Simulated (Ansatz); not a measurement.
# Se (hcp type): how the settings move a single-point run

Aim: see which settings change the result for Se (hcp type), by how much, and at what cost.

Computed with Ansatz 0.2.0 (reference: DFT, PBE, norm-conserving pseudopotentials, Ansatz's default files, scalar-relativistic, unless a step's input says otherwise).

1 further run of the same task is left out (set aside as unsound or not needed). Runs told in other sessions of the task aren't counted.

## 1. The structure to begin with

The structure is monoclinic, space group C2/m (No. 12). Conventional cell: a = 5.378 Å, b = 3.105 Å, c = 5.030 Å, α = 90.00°, β = 90.00°, γ = 90.00°. Se (site symmetry m) has 1 Se at 2.16 Å in its first shell of neighbours.

Coordinates:

```
CELL_PARAMETERS angstrom
3.10504 0.00000 0.00000
-1.55252 2.68905 0.00000
0.00000 0.00000 5.03017
ATOMIC_POSITIONS crystal
Se 0.23333 0.61667 0.17500
Se 0.76667 0.38333 0.82500
```

## 2. Baseline

input.yaml reads:

```yaml
crystal:
  lattice:
    - [3.105044877, 0.0, 0.0]
    - [-1.5525224385, 2.6890477434, 0.0]
    - [0.0, 0.0, 5.0301727007]
  atoms:
    - { symbol: Se, position: [0.2333333333, 0.6166666667, 0.175] }
    - { symbol: Se, position: [0.7666666667, 0.3833333333, 0.825] }
kpoints:
  mp_grid: { grid: [11, 11, 6] }
scf:
  occupations: { method: fermi_dirac, width: 0.05 }
hamiltonian:
  xc: pbe
  pseudopotentials: { kind: nc }
output:
  forces: true
  stress: true
  eigenvalues: true
  populations: true
```

Started as:

```console
$ ansatz run input.yaml --threads 1 --pin off --max-ram 2048MiB --backend cpu --events-out ev --progress --plain --runs-dir out
```

## 3. Variant: lower_state_search standard, accuracy low

input.yaml, as its differences from that of step 2:

```diff
@@ -12,2 +12,3 @@
   occupations: { method: fermi_dirac, width: 0.05 }
+  lower_state_search: standard
 hamiltonian:
@@ -20 +21,2 @@
   populations: true
+accuracy: low
```

What does the calculation give? Wanted: for each run, ending; energy change; pressure; gap; force.

The runs gave:

```
                                         run     ending  energy change  pressure (GPa)  gap (eV)  force (eV/Å)  cycles  time
                                   reference  converged              0            20.3      0.00          3.62       6  34 s
1: lower_state_search standard, accuracy low  converged   0.0 meV/atom            20.3      0.00          3.62       6  74 s
```

Residual by cycle in the longest SCF loop of each run; runs are numbered as in the table. The quantity is the density residual dr2, in eV.

```
cycle  reference    run 1
    1     0.0951   0.0951
    2    0.00717  0.00712
    3     1.8e-4   1.8e-4
    4     7.0e-6   7.2e-6
    5     3.1e-7   2.9e-7
    6     1.4e-8   1.3e-8
```

Changing the search for lower states and accuracy level hardly moves the energy: 0.0 meV/atom. Cost: 74 s against 34 s. Semilocal functionals close small gaps, so the missing gap need not be the real solid's. The structure is not at rest: the sound run finds 20 GPa, so these are no properties of the relaxed crystal. 
